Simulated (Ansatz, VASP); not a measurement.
# Two plane-wave programs on BN

```
B N
1.0
     2.42441    0.00000    0.00000
    -1.21220    2.09960    0.00000
     0.00000    0.00000    7.32219
B N
2 2
Direct
  0.33333 0.66667 0.25000
  0.66667 0.33333 0.75000
  0.33333 0.66667 0.75000
  0.66667 0.33333 0.25000
```

Alike in both runs: task single point; functional PBEsol; k mesh 12 × 12 × 4; occupations gaussian, width 0.05 eV; no spin polarisation.

|  | VASP | Ansatz |
| --- | --- | --- |
| version | VASP 6.6.1 | Ansatz 0.2.0 |
| potentials or method | VASP PAW PBE potentials, release 64 (B, N) | scalar-relativistic, plane waves, PAW |
| plane-wave cutoff (eV) | 520 | 520 |
| valence electrons in the cell | 16 | 16 |

|  | VASP | Ansatz | Ansatz less VASP |
| --- | --- | --- | --- |
| gap on the k mesh at the Fermi level (eV) | 4.49 | 4.50 | +0.008 |
| least direct gap on the mesh (eV) | 4.85 | 4.85 | +0.003 |
| pressure (GPa) | 24.6 | 24.2 | -0.46 |
| largest component of the traceless stress (GPa) | 25.01 | 24.38 | -0.630 |

Ansatz warned: «pseudo_functional_mismatch».

Caveats: so large a pressure means that the cell lies far from this level's equilibrium, or that cutoff or potentials fall short (VASP); the potentials were made for another functional, which shifts forces and pressure (VASP); this functional lacks dispersion, which binds the layers, so the pressure and a relaxed spacing across them are unreliable. A k mesh can miss the band edges.
